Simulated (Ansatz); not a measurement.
The system is MnSb.

```
Sb Mn
1.0
     4.15000    0.00000    0.00000
    -2.07500    3.59401    0.00000
     0.00000    0.00000    5.78000
Sb Mn
2 2
Direct
  0.66667 0.33333 0.75000
  0.33333 0.66667 0.25000
  0.00000 0.00000 0.50000
  0.00000 0.00000 0.00000
```

```yaml
Program: Ansatz 0.2.0
Task: relaxation of cell and atoms
Functional: revPBE
Potentials_or_basis: Ansatz PAW
Cutoff: "420 eV (not typed: the program's choice for these potentials)"
k_mesh: 7 × 7 × 5
Occupations: fermi-dirac, width 0.05 eV
Spin: collinear spin, ferromagnetic start
Starting_moments: "[0.0, 0.0, 4.0, 4.0] μB"
```

At the start: volume 21.55 Å³/atom.

Q: How do energy, volume and symmetry change on relaxing?

A: It ends after 4 steps and the volume is 21.05 Å³/atom (-2.3 %); space group P6_3/mmc (No. 194, to 0.05 Å); moment 6.63 μB per cell.

The path:
```tsv
step	energy change (eV)	largest force (eV/Å)	volume (Å³)
1	0.0000	0.0000	86.21
2	-0.0114	0.0000	83.75
3	-0.0116	0.0000	84.19
4	-0.0108	0.0000	84.19
```

Final structure:
```xyz
4
Lattice="4.1405 0.0000 0.0000 -2.0703 3.5858 0.0000 0.0000 0.0000 5.6703" Properties=species:S:1:pos:R:3 pbc="T T T"
Sb    2.0703    1.1953    4.2527
Sb    0.0000    2.3905    1.4176
Mn    0.0000    0.0000    2.8351
Mn    0.0000    0.0000    0.0000
```

Caveat: the plane-wave basis is chosen anew once the cell has moved, so the energies of steps on either side of that aren't comparable; only a ferromagnetic start was run, and an antiferromagnetic order may lie lower in energy; the PAW data sets come from PBE, with cores solved anew for the run's functional, which leaves a small shift of forces and pressure.
